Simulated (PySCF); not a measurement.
## J couplings in C4H10O

Geometry:
```csv
atom,x (Å),y (Å),z (Å)
C1,0.166,-1.362,-0.451
C2,-0.090,-0.018,0.228
C3,-0.890,0.906,-0.688
C4,1.222,0.636,0.636
O5,-0.799,-0.222,1.440
H6,0.754,-1.247,-1.374
H7,0.710,-2.032,0.231
H8,-0.786,-1.849,-0.721
H9,-1.098,1.857,-0.177
H10,-0.349,1.120,-1.622
H11,-1.854,0.445,-0.960
H12,1.847,0.855,-0.243
H13,1.783,-0.028,1.311
H14,1.023,1.576,1.172
H15,-1.639,-0.638,1.219
```

Indirect spin–spin couplings were computed at B3LYP/pcJ-1 (without the spin–dipole term) (PySCF) on a PBE0-D3(BJ)/def2-SVP structure, for the isolated molecule, without vibrational or relativistic corrections. Couplings are averaged over pairs made equivalent by symmetry, fast rotation or ring inversion, so a value needn't be that of the named pair in this geometry, while other rotamers aren't included; one pair stands for each set, and the list holds those of at least 1.5 Hz over up to four bonds, among pairs with at least one C or H atom (others weren't computed).

Isotopes: $^{13}$C, $^{1}$H, $^{17}$O. Couplings to quadrupolar nuclei such as 17O and 33S are rarely resolved in practice.

| pair | bonds | J (Hz) |
| --- | --- | --- |
| C1, C2 | 1 | 39.8 |
| C1, H6 | 1 | ? |
| C2, O5 | 1 | 19.8 |
| O5, H15 | 1 | ? |
| C1, C3 | 2 | 3.8 |
| C1, O5 | 2 | ? |
| C2, H6 | 2 | -3.3 |
| C2, H15 | 2 | -2.2 |
| H6, H7 | 2 | ? |
| C1, H9 | 3 | 4.4 |
| C1, H15 | 3 | 4.0 |
| O5, H6 | 3 | -3.1 |

Question: Estimate the withheld couplings, with signs.

Answer: 
- $^{1}J$(C1,H6) = 132.2 Hz (bond length 1.101 Å, sp3 carbon)
- $^{1}J$(O5,H15) = -69.7 Hz (bond length 0.963 Å)
- $^{2}J$(C1,O5) = -4.4 Hz (mean over equivalent pairs that range from -12.8 to -0.2 Hz in this conformer)
- $^{2}J$(H6,H7) = -13.6 Hz
